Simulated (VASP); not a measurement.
A run of VASP 6.6.1:

The input POSCAR:

```
Sb
1.0
   -1.8713408863      1.8713408863      1.8713408863
    1.8713408863     -1.8713408863      1.8713408863
    1.8713408863      1.8713408863     -1.8713408863
Sb
1
Direct
    0.0000000000      0.0000000000      0.0000000000
```

INCAR.step1

```
SYSTEM = Sb
PREC     = Accurate       ! precision mode
ENCUT    = 520            ! plane-wave cutoff, eV
EDIFF    = 1E-6           ! SCF threshold, eV
ISMEAR   = -1             ! smearing method
SIGMA    = 0.05           ! smearing width, eV
LREAL    = .False.        ! projectors in reciprocal space
LASPH    = .True.         ! aspherical terms in the spheres
NELM     = 60             ! most SCF steps
ALGO     = Normal         ! electronic algorithm
ISIF     = 2              ! what is computed and relaxed
LWAVE    = .False.        ! write WAVECAR
LCHARG   = .True.         ! write CHGCAR
GGA      = RE             ! functional
```

Contents of KPOINTS.step1:

```
Automatic mesh
0
Gamma
  10 10 10
  0 0 0
```

The input INCAR.step2:

```
SYSTEM = Sb
PREC     = Accurate       ! precision mode
ENCUT    = 520            ! plane-wave cutoff, eV
EDIFF    = 1E-6           ! SCF threshold, eV
ISMEAR   = 0              ! smearing method
SIGMA    = 0.05           ! smearing width, eV
LREAL    = .False.        ! projectors in reciprocal space
LASPH    = .True.         ! aspherical terms in the spheres
NELM     = 60             ! most SCF steps
ALGO     = Normal         ! electronic algorithm
ISIF     = 2              ! what is computed and relaxed
LWAVE    = .False.        ! write WAVECAR
LCHARG   = .False.        ! write CHGCAR
GGA      = RE             ! functional
ICHARG   = 11             ! starting density
```

Contents of KPOINTS.step2:

```
path GHNGPH,PN
15
line-mode
reciprocal
 0.0000000000  0.0000000000  0.0000000000  G
 0.5000000000 -0.5000000000  0.5000000000  H

 0.5000000000 -0.5000000000  0.5000000000  H
 0.0000000000  0.0000000000  0.5000000000  N

 0.0000000000  0.0000000000  0.5000000000  N
 0.0000000000  0.0000000000  0.0000000000  G

 0.0000000000  0.0000000000  0.0000000000  G
 0.2500000000  0.2500000000  0.2500000000  P

 0.2500000000  0.2500000000  0.2500000000  P
 0.5000000000 -0.5000000000  0.5000000000  H

 0.2500000000  0.2500000000  0.2500000000  P
 0.0000000000  0.0000000000  0.5000000000  N
```

Potentials or basis: VASP PAW PBE potentials, release 64 (Sb).

The run is started by

```console
$ cat potpaw_PBE.64/Sb/POTCAR > POTCAR
$ cp INCAR.step1 INCAR
$ cp KPOINTS.step1 KPOINTS
$ mpirun -np 1 vasp_std > vasp.out
$ cp INCAR.step2 INCAR
$ cp KPOINTS.step2 KPOINTS
$ mpirun -np 1 vasp_std > vasp.out
```

Hardware: 1 thread of AMD EPYC 7571, on a shared host.

**Question.** Estimate the wall time of this run.

**Answer.** Wall time 23 s on 1 thread of AMD EPYC 7571, with other jobs on the host, peak memory 0.11 GiB. Counts: scf iterations 6, k points 90.
